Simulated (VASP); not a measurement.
## In: work function with PBE

In, a slab with vacuum:

```
In
1.0
     3.36384    0.00000    0.00000
    -1.68192    2.91317    0.00000
     0.00000    0.00000   25.79971
In
5
Direct
  0.00000 0.00000 0.29070
  0.33333 0.66667 0.39535
  0.00000 0.00000 0.50000
  0.66667 0.33333 0.60465
  0.00000 0.00000 0.70930
```

The cell isn't the ideal one: the (0 0 1) slab of In, cut from the database cell, not relaxed.

```json
{
  "Program": "VASP 6.6.1",
  "Task": "work function",
  "Functional": "PBE",
  "Potentials or basis": "VASP PAW PBE potentials, release 64 (In_d)",
  "Cutoff": "520 eV",
  "k mesh": "9 × 9 × 1",
  "Occupations": "gaussian, width 0.05 eV",
  "Spin": "no spin polarisation",
  "Dipole correction": "yes",
  "Further INCAR settings": "ALGO = Normal; EDIFF = 1e-06"
}
```

| Quantity | Value |
| --- | --- |
| Largest force | 0.103 eV/Å |
| Band gap on the k mesh | none (metal or under the smearing width) |
| Work function of the upper face | 3.76 eV |
| Work function of the lower face | 3.76 eV |

Forces in eV/Å, atoms in the order of the input:
```
In   0.000  0.000 -0.101
In   0.000  0.000  0.103
In   0.000  0.000  0.000
In   0.000  0.000 -0.103
In   0.000  0.000  0.101
```

Levels at points of the mesh, in eV from the Fermi level:
| k point | band 28 | band 29 | band 30 | band 31 | band 32 | band 33 | band 34 | band 35 | band 36 | band 37 |
| --- | --- | --- | --- | --- | --- | --- | --- | --- | --- | --- |
| (0.00, 0.00, 0.00) | -7.84 | -6.58 | -5.07 | -2.57 | -0.63 | 1.52 | 3.04 | 3.88 | 4.13 | 5.82 |

Run time: 2.4 min on 1 thread of Intel(R) Xeon(R) Platinum 8488C (Sapphire Rapids), on a shared host, peak memory 0.4 GiB.
